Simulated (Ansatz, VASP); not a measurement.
**Two plane-wave programs on B**

```
CELL_PARAMETERS angstrom
3.75463 0.00000 0.00000
0.00000 3.75463 0.00000
0.00000 0.00000 3.75463
ATOMIC_POSITIONS crystal
B 0.00000 0.00000 0.00000
B 0.00000 0.00000 0.50000
B 0.00000 0.50000 0.00000
B 0.00000 0.50000 0.50000
B 0.50000 0.00000 0.00000
B 0.50000 0.00000 0.50000
B 0.50000 0.50000 0.00000
B 0.50000 0.50000 0.50000
```

Alike in both runs: task single point; functional PBEsol; k mesh 6 × 6 × 6; occupations gaussian, width 0.1 eV; no spin polarisation.

```csv
,VASP,Ansatz
version,VASP 6.6.1,Ansatz 0.2.0
potentials or method,"VASP PAW PBE potentials, release 64 (B)","scalar-relativistic, plane waves, PAW"
plane-wave cutoff (eV),520,420
valence electrons in the cell,24,24
```

VASP gave:

- gap on the k mesh at the Fermi level (eV): none
- pressure (GPa): 1.0

Question: Estimate Ansatz's values.

Answer: gap on the k mesh at the Fermi level (eV): none; pressure (GPa): 0.7.

A gap of «none» marks a metal or a gap that the smearing closes.

Caveats: the PAW data sets were made with another functional, which shifts forces and pressure a little (VASP).
